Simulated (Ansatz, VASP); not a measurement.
This is a calculation of Al (Aluminum) for Ansatz 0.2.0. 

The input input.yaml:

```yaml
crystal:
  lattice:
    - [0.0, 2.024805, 2.024805]
    - [2.024805, 0.0, 2.024805]
    - [2.024805, 2.024805, 0.0]
  atoms:
    - { symbol: Al, position: [0.0, 0.0, 0.0] }
kpoints:
  mp_grid: { grid: [11, 11, 11] }
scf:
  occupations: { method: gaussian, width: 0.017 }
hamiltonian:
  xc: pbe
  pseudopotentials: { kind: all_electron, lapw: { basis_error: 0.001 } }
output:
  forces: true
  stress: true
  eigenvalues: true
```

Potentials or basis: all-electron LAPW, scalar-relativistic.

The run is started by

```sh
$ ansatz run input.yaml --threads 1 --pin off --max-ram 3072MiB --backend cpu --events-out ev --progress --plain --runs-dir out
```

Question: What does the same run look like in VASP 6.6.1? Potentials or basis there: PBE PAW files Al, 520 eV.

Answer: As run (cutoffs and basis follow the program's own potentials, and thresholds, step limits or extra output files can differ):

INCAR

```
SYSTEM = Al
  PREC = Accurate
  ENCUT = 520
  EDIFF = 1E-6
  ISMEAR = 0
  SIGMA = 0.017
  LREAL = .FALSE.
  LASPH = .TRUE.
  NELM = 100
  ALGO = Fast
  ISIF = 2
  LWAVE = .FALSE.
  LCHARG = .TRUE.
  GGA = PE
  LELF = .TRUE.
  LVHAR = .TRUE.
  NBANDS = 8
```

The input KPOINTS:

```
regular mesh
0
G
  11 11 11
  0 0 0
```

POSCAR

```
Al
1.0
    0.0000000000      2.0248050000      2.0248050000
    2.0248050000      0.0000000000      2.0248050000
    2.0248050000      2.0248050000      0.0000000000
Al
1
Direct
    0.0000000000      0.0000000000      0.0000000000
```

Potentials or basis: VASP PAW PBE potentials, release 64 (Al).

The run is started by

```bash
$ cat potpaw_PBE.64/Al/POTCAR > POTCAR
$ mpirun -np 1 vasp_std > vasp.out
```

Both were run:

|  | Ansatz | VASP |
| --- | --- | --- |
| Pressure | -0.5 GPa | -0.5 GPa |

Where Ansatz's input types no cutoff or centring, it takes its own default and a Γ-centred mesh.

Pressure is positive in compression.
